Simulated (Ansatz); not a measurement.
# TaC: zone-centre modes under pressure

TaC, Fm-3m, a = 4.440 Å. Ansatz: PBEsol, PAW, 420 eV, Γ-centred 16×16×16 mesh on 2 atoms, Fermi-Dirac smearing 0.15 eV; no spin polarisation. Cell and atoms are relaxed at each pressure with the symmetry kept; optical modes at Γ by linear response, in cm⁻¹, the highest.

| P (GPa) | V (Å³/atom) | ω1 |
| --- | --- | --- |
| 0 | 10.944 | 560.2 |
| 3 | 10.851 | 569.7 |
| 8 | 10.704 | 584.7 |
| 15 | 10.513 | ? |

Question: Get the mode's Grüneisen parameter γ = −d ln ω/d ln V from the other rows and predict the missing frequency.

Answer: ln(V/V0) = 0.0000, -0.0085, -0.0222, -0.0402; a line through ln(ω/ω0) of the 3 known rows gives ω1: γ = 1.925 (intercept 0.0002), predicted 605.4, computed 604.5. The miss is 0.1 %, or 2 % of the shift under pressure, so a constant γ serves at that level. In a metal these frequencies hang on the mesh and smearing.

Spin–orbit coupling is left out, which can shift energies with elements as heavy as these.

Cost: 4 runs of about 0.76 core-minutes in all, on AMD EPYC 9R45 (Zen 5) (shared hosts).